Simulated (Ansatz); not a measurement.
Theory: Ansatz, DFT PBE, scalar-relativistic, plane waves, PAW. All cells share a 420 eV cutoff and Γ-centred k meshes spaced at most about 0.3 Å⁻¹ (about 0.25 or finer for metals, 2π included). No spin polarisation.

These are static total energies at zero pressure.

Compare these two cells of B2As3, each relaxed at this level.

1.

```yaml
crystal:
  lattice:
    - [2.99977, -1.67931, 0.00000]
    - [2.99977, 1.67931, 0.00000]
    - [-1.91201, 0.00000, 7.85285]
  atoms:
    - { symbol: B, position: [0.86348, 0.86348, 0.27099] }
    - { symbol: B, position: [0.05123, 0.05123, 0.77776] }
    - { symbol: As, position: [0.40838, 0.40838, 0.86199] }
    - { symbol: As, position: [0.50355, 0.50355, 0.18669] }
    - { symbol: As, position: [0.84236, 0.84236, 0.52756] }
```

2.

```yaml
crystal:
  lattice:
    - [3.46042, 0.00000, 0.00000]
    - [1.72944, 3.00228, 0.00000]
    - [0.08346, 0.07824, 14.96725]
  atoms:
    - { symbol: B, position: [0.17165, 0.65934, 0.81645] }
    - { symbol: B, position: [0.84253, 0.32647, 0.62997] }
    - { symbol: B, position: [0.82835, 0.34066, 0.18355] }
    - { symbol: B, position: [0.15747, 0.67353, 0.37003] }
    - { symbol: As, position: [0.31788, 0.36531, 0.94850] }
    - { symbol: As, position: [0.83880, 0.32681, 0.77009] }
    - { symbol: As, position: [0.51003, 0.99382, 0.58655] }
    - { symbol: As, position: [0.68212, 0.63469, 0.05150] }
    - { symbol: As, position: [0.16120, 0.67319, 0.22991] }
    - { symbol: As, position: [0.48997, 0.00619, 0.41345] }
```

Problem. Which form is favoured at zero pressure, and by what margin per atom?

Solution. Cell 2 is lower, by 72 meV/atom. Cell 1 has space group Cm (No. 8), 15.8 Å³/atom and no gap on its mesh; cell 2 has B and As ordered on diamond sites, space group P-1 (No. 2), 15.5 Å³/atom and no gap. Cell 1 holds As–As pairs (shortest 2.55 Å); cell 2 holds As–As nets (shortest 2.45 Å). Even the lower one lies +0.21 eV/atom against the reference forms of the elements (uncorrected), so neither is stable at this level. In cell 1, around B on its first site lie 4 As at 2.06–2.11 Å; B on its second site has 4 As at 2.07–2.11 Å; As on its first site is surrounded by 3 B at 2.07–2.09 Å and 1 As at 2.55 Å; 2 more sites not described. In cell 2, B on its first site has 4 As at 2.12–2.16 Å; B on its second site is surrounded by 4 As at 2.10 Å; As on its first site has 1 B at 2.16 Å, 2 As at 2.45–2.46 Å and 1 As at 2.67 Å; 2 more sites not described. Origin: cell 1, invented; cell 2, invented, then shaken at random and relaxed again.

In Cm an odd number of electrons in the primitive cell allows no gap without spin; a larger cell or a magnetic state could open one. Cells relaxed within their symmetry can be saddle points.
